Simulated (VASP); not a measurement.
SiC (CsCl): gaps by functional in VASP

```
CELL_PARAMETERS angstrom
2.62012 0.00000 0.00000
0.00000 2.62012 0.00000
0.00000 0.00000 2.62012
ATOMIC_POSITIONS crystal
Si 0.00000 0.00000 0.00000
C 0.50000 0.50000 0.50000
```

All runs share this cell. Band v is the last that the valence electrons fill when counted band by band, and c is the next. A negative gap between them is a band overlap, as in a metal.

```json
{"level": "PBE", "gap (eV)": "-3.94", "least direct gap (eV)": "0.08", "pressure (GPa)": "4.7"}
{"level": "r²SCAN", "gap (eV)": "-4.20", "least direct gap (eV)": "0.05", "pressure (GPa)": "-0.1"}
{"level": "LDA", "gap (eV)": "-3.87", "least direct gap (eV)": "0.03", "pressure (GPa)": "-2.5"}
{"level": "PBEsol", "gap (eV)": "-3.95", "least direct gap (eV)": "0.07", "pressure (GPa)": "0.5"}
```
